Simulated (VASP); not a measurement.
# CdF2 under changes of volume

One of the cells (13.126 Å³/atom); the others are scaled copies at fixed shape and fractional positions:

```
CELL_PARAMETERS angstrom
0.00000 2.70024 2.70024
2.70024 0.00000 2.70024
2.70024 2.70024 0.00000
ATOMIC_POSITIONS crystal
Cd 0.00000 0.00000 0.00000
F 0.75000 0.75000 0.75000
F 0.25000 0.25000 0.25000
```

* Program: VASP 6.6.1
* Functional: r2SCAN
* Potentials or basis: VASP PAW PBE potentials, release 64 (Cd, F)
* Cutoff: 520 eV
* k mesh: 8 × 8 × 8
* Occupations: gaussian, width 0.02 eV
* Spin: no spin polarisation

| volume (Å³/atom) | energy over the lowest point (meV/atom) | pressure (GPa) | gap on the mesh (eV) |
| --- | --- | --- | --- |
| 12.601 | 10.01 | 5.4 | 3.87 |
| 12.863 | 2.87 | 2.6 | 3.80 |
| 13.126 | 0.00 | 0.2 | 3.73 |
| 13.388 | ? | ? | ? |
| 13.651 | 5.33 | -3.9 | 3.58 |

Question: What does the run at 13.388 Å³/atom give?

Answer: Energy over the lowest point 1.03 meV/atom; pressure -2.0 GPa; gap on the mesh 3.65 eV.

Worked out: A Birch-Murnaghan fit of order 2 (a polynomial in V^(-2/3)) to the other rows has its minimum at 13.19 Å³/atom with B0 = V·E''(V) = 115 GPa. It gives 0.92 meV/atom at 13.388 Å³/atom, against the run's 1.03, and -dE/dV = -1.7 GPa, against -2.0. A straight line through the other rows of the gap, of slope -3.63 eV per unit of ln V, gives 3.65 eV, against the run's 3.65.

Energies are extrapolated to zero smearing.

Caveats: the PAW data sets were made with another functional, which shifts forces and pressure a little.

A mesh can miss the band edges. Spin-orbit coupling on Cd is left out.
